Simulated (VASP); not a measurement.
Write the native input for VASP 6.6.1 that does the following.

```
Task                   : relaxation of cell and atoms
Functional             : PBE
Potentials or basis    : VASP PAW PBE potentials, release 64 (Si)
Cutoff                 : 600 eV
k mesh                 : 8 × 8 × 8
Occupations            : gaussian, width 0.02 eV
Spin                   : no spin polarisation
Dipole correction      : no
Further INCAR settings : ALGO = Fast; EDIFF = 1e-07; IBRION = 2; EDIFFG = -0.005; NSW = 100; ISIF = 3
```

The structure of Si lies in POSCAR:

```
Si
1.0
    0.0000000000      2.7218511900      2.7218511900
    2.7218511900      0.0000000000      2.7218511900
    2.7218511900      2.7218511900      0.0000000000
Si
2
Direct
    0.7500000000      0.7500000000      0.7500000000
    0.5000000000      0.5000000000      0.5000000000
```

These files were run (other wordings do the same):

INCAR

```
SYSTEM = Si
PREC     = Accurate       ! precision mode
ENCUT    = 600            ! plane-wave cutoff, eV
EDIFF    = 1E-7           ! SCF threshold, eV
ISMEAR   = 0              ! smearing method
SIGMA    = 0.02           ! smearing width, eV
LREAL    = .FALSE.        ! projectors in reciprocal space
LASPH    = .TRUE.         ! aspherical terms in the spheres
NELM     = 100            ! most SCF steps
ALGO     = Fast           ! electronic algorithm
ISIF     = 3              ! what is computed and relaxed
LWAVE    = .FALSE.        ! write WAVECAR
LCHARG   = .FALSE.        ! write CHGCAR
GGA      = PE             ! functional
IBRION   = 2              ! ionic algorithm
NSW      = 100            ! ionic steps
EDIFFG   = -0.005         ! ionic threshold
```

KPOINTS

```
regular mesh
0
G
  8 8 8
  0 0 0
```

Potentials or basis: VASP PAW PBE potentials, release 64 (Si).

Launch:

```console
$ cat potpaw_PBE.64/Si/POTCAR > POTCAR
$ mpirun -np 1 vasp_std > vasp.out
```

Results of the run:

```yaml
Relaxed_volume: 20.44 Å³/atom
Relaxed_cell: a = 3.867 Å, b = 3.867 Å, c = 3.867 Å, α = 60.00°, β = 60.00°, γ = 60.00°
Space_group_after_relaxing_to_0.05_Å: Fd-3m (No. 227)
Energy_gained_by_relaxing: 1.1 meV/atom
Ionic_steps: 3
Pressure_after_relaxing: 0.0 GPa
Band_gap_on_the_k_mesh: 0.65 eV, indirect (least direct gap 2.56 eV)
```

Wall time 18 s on 1 thread of Intel(R) Xeon(R) Platinum 8488C (Sapphire Rapids), on a shared host, peak memory 0.16 GiB.
